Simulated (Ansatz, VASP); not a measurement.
**Two plane-wave programs on Te**

The input INCAR:

```
PREC     = Accurate       # precision mode
ENCUT    = 520            # plane-wave cutoff, eV
EDIFF    = 1E-7           # SCF threshold, eV
ISMEAR   = -1             # smearing method
SIGMA    = 0.05           # smearing width, eV
LREAL    = F              # projectors in reciprocal space
LASPH    = T              # aspherical terms in the spheres
NELM     = 80             # most SCF steps
ALGO     = Normal         # electronic algorithm
ISIF     = 2              # what is computed and relaxed
LWAVE    = F              # write WAVECAR
LCHARG   = F              # write CHGCAR
GGA      = PS             # functional
NBANDS   = 16             # bands
```

Contents of KPOINTS:

```
Automatic mesh
0
Gamma
  7 7 5
```

The input POSCAR:

```
Te
1.0
    4.5126119846      0.0000000000      0.0000000000
   -2.2563059923      3.9080366161      0.0000000000
    0.0000000000      0.0000000000      6.0019563082
Te
3
Direct
    0.7310000000      0.7310000000      0.0000000000
    0.0000000000      0.2690000000      0.6666666667
    0.2690000000      0.0000000000      0.3333333333
```

input.yaml

```yaml
crystal:
  lattice:
    - [4.5126119846, 0.0, 0.0]
    - [-2.2563059923, 3.9080366161, 0.0]
    - [0.0, 0.0, 6.0019563082]
  atoms:
    - { symbol: Te, position: [0.731, 0.731, 0.0] }
    - { symbol: Te, position: [0.0, 0.269, 0.6666666667] }
    - { symbol: Te, position: [0.269, 0.0, 0.3333333333] }
hamiltonian:
  xc: pbesol
  pseudopotentials: { kind: paw }
kpoints:
  mp_grid: { grid: [7, 7, 5] }
scf:
  occupations: { method: fermi_dirac, width: 0.05 }
output:
  forces: true
  stress: true
  eigenvalues: true
```

Change from the starting cell: volume scaled by 1.04.

Alike in both runs: task single point; functional PBEsol; k mesh 7 × 7 × 5; occupations fermi-dirac, width 0.05 eV; no spin polarisation.

```csv
,VASP,Ansatz
version,VASP 6.6.1,Ansatz 0.2.0
potentials or method,"VASP PAW PBE potentials, release 64 (Te)",Ansatz PAW
plane-wave cutoff (eV),520,420
valence electrons in the cell,18,48
```

Ansatz gave:

* gap on the k mesh at the Fermi level (eV): 0.60
* least direct gap on the mesh (eV): 0.74
* pressure (GPa): -2.6
* largest component of the traceless stress (GPa): 0.37
* rms of the force components (eV/Å): 0.052

Question: Which values does VASP return?

Answer: gap on the k mesh at the Fermi level (eV): 0.60; least direct gap on the mesh (eV): 0.74; pressure (GPa): -2.6; largest component of the traceless stress (GPa): 0.34; rms of the force components (eV/Å): 0.042.

Atom by atom the forces differ by 0.010 eV/Å (rms over components). With one functional, cell and mesh, what is left measures potentials, basis and numerics. The two sets of potentials don't hold the same shells in valence.

Caveats: spin-orbit coupling is left out, which moves the levels of the heavy elements; the PAW data sets were made with another functional, which shifts forces and pressure a little (VASP); an odd mesh through Γ misses points on the zone boundary, where band edges often lie (VASP); odd divisions of the mesh miss points on the zone boundary, where band edges often lie, so the gap on the mesh can be too wide (Ansatz); the PAW data sets come from PBE, with cores solved anew for the run's functional, which leaves a small shift of forces and pressure (Ansatz).
